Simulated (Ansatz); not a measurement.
MoS2 (P-6m2) from a database of computed structures, relaxed with r2SCAN+rVV10 in Ansatz 0.2.0. Space group P-6m2 (No. 187), hexagonal; a = 3.171 Å, c = 6.810 Å in the conventional setting, 19.77 Å³ an atom. Around Mo lie 6 S at 2.40 Å; around S lie 3 Mo at 2.40 Å.

The axes x, y and z are those of this cell:
```yaml
crystal:
  lattice:
    - [3.17096, 0.00000, 0.00000]
    - [-1.58548, 2.74613, 0.00000]
    - [0.00000, 0.00000, 6.81003]
  atoms:
    - { symbol: Mo, position: [0.00000, 0.00000, 0.00000] }
    - { symbol: S, position: [0.33333, 0.66667, 0.22853] }
    - { symbol: S, position: [0.33333, 0.66667, 0.77147] }
```

Unstrained: PBE gives an indirect gap of 1.266 eV, from A to K; the least direct gap is 1.683 eV at H. A second conduction valley, at H, lies only 6 meV higher, so their order isn't settled. The r2SCAN gap is indirect, 1.344 eV (A to K), below the direct gap of 1.790 eV at H. A second conduction valley, at H, lies only 7 meV higher, so their order isn't settled. With HSE06 the valence top lies at A and the conduction bottom at K, 1.762 eV higher; the smallest vertical gap, at H, is 2.148 eV. A second conduction valley, at H, lies only 6 meV higher, so their order isn't settled. Meshes: PBE 12×12×4, r2SCAN 12×12×4, HSE06 6×6×4. Strains are changes of length per length, and xy shears are angles. After each strain the atoms were relaxed again with r2SCAN+rVV10 within the symmetry that the strain leaves, so tilts or polar shifts that break it weren't tested; points keep the names that they have in the unstrained zone. The values are computed, spin-unpolarised, and not measurements.

Problem. Apply epitaxial +4.57 % in the xy plane, free normal strain -1.27 %. How far does the gap move, against the unstrained cell?

Solution. PBE: the gap goes from 1.266 to 0.361 eV (-0.905 eV). r2SCAN: the gap goes from 1.344 to 0.408 eV (-0.936 eV). HSE06: the gap goes from 1.762 to 0.747 eV (-1.015 eV).

Problem. Estimate what uniaxial -0.72 % along z, other directions held does to the gap.

Solution. PBE: the gap goes from 1.266 to 1.238 eV (-0.028 eV). r2SCAN: the gap goes from 1.344 to 1.315 eV (-0.029 eV). HSE06: the gap goes from 1.762 to 1.731 eV (-0.031 eV).

Problem. Apply isotropic -2.05 % on every length. How far does the gap move, against the unstrained cell?

Solution. PBE: the gap goes from 1.266 to 1.281 eV (+0.015 eV); the edges go from A → K to A → Γ–K (0.52). r2SCAN: the gap goes from 1.344 to 1.393 eV (+0.049 eV); the edges go from A → K to A → Γ–K (0.52). HSE06: the gap goes from 1.762 to 1.881 eV (+0.119 eV); the edges go from A → K to A → Γ–K (0.52).

Problem. Estimate what xy shear, engineering strain (angle) +1.92 % does to the gap.

Solution. PBE: the gap goes from 1.266 to 1.267 eV (+0.001 eV); the edges go from A → K to A → (1/3, 0.328, 0). r2SCAN: the gap goes from 1.344 to 1.345 eV (+0.001 eV); the edges go from A → K to A → (1/3, 0.328, 0). HSE06: the gap goes from 1.762 to 1.764 eV (+0.002 eV); the edges go from A → K to A → (1/3, 0.328, 0).

Spin-orbit coupling is left out.

Where an edge lies off the special points, it is a point of the mesh or the k point where a search put PBE's edge or least direct gap, reused for the other functionals, whose own edges may lie a little apart.

The meshes of the hybrids are coarse, so their gaps aren't converged to the digits shown.
